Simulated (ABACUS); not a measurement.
Crystal: GaN.

```
Ga N
1.0
     0.00000    2.25350    2.25350
     2.25350    0.00000    2.25350
     2.25350    2.25350    0.00000
Ga N
1 1
Direct
  0.00000 0.00000 0.00000
  0.75000 0.75000 0.75000
```

The cell is a database's computed one.

| Property | Result |
| --- | --- |
| Program | ABACUS 3.10.1 |
| Task | relaxation of cell and atoms |
| Functional | LDA |
| Potentials or basis | GBRV ultrasoft 1.5 LDA |
| Cutoff | 544 eV |
| Density cutoff | 4354 eV |
| Basis | plane waves |
| k mesh | 8 × 8 × 8 |
| Occupations | fermi-dirac, width 0.05 eV |
| Spin | no spin polarisation |

At the start: pressure -6.3 GPa; volume 11.44 Å³/atom.

Problem. Where does the relaxation end?

Solution. Over 3 steps the energy falls by 5.8 meV/atom and the volume is 11.06 Å³/atom (-3.4 %); space group F-43m (No. 216, to 0.05 Å).

Step by step:
| step | energy change (eV) | largest force (eV/Å) | pressure (GPa) | volume (Å³) |
| --- | --- | --- | --- | --- |
| 1 | 0.0000 | 0.0000 | -6.31 | 22.89 |
| 2 | -0.0064 | 0.0000 | -4.57 | 22.67 |
| 3 | -0.0115 | 0.0000 | 0.18 | 22.12 |

Final structure:
```
Ga N
1.0
     0.00000    2.22793    2.22793
     2.22793    0.00000    2.22793
     2.22793    2.22793    0.00000
Ga N
1 1
Direct
  0.00000 0.00000 0.00000
  0.75000 0.75000 0.75000
```
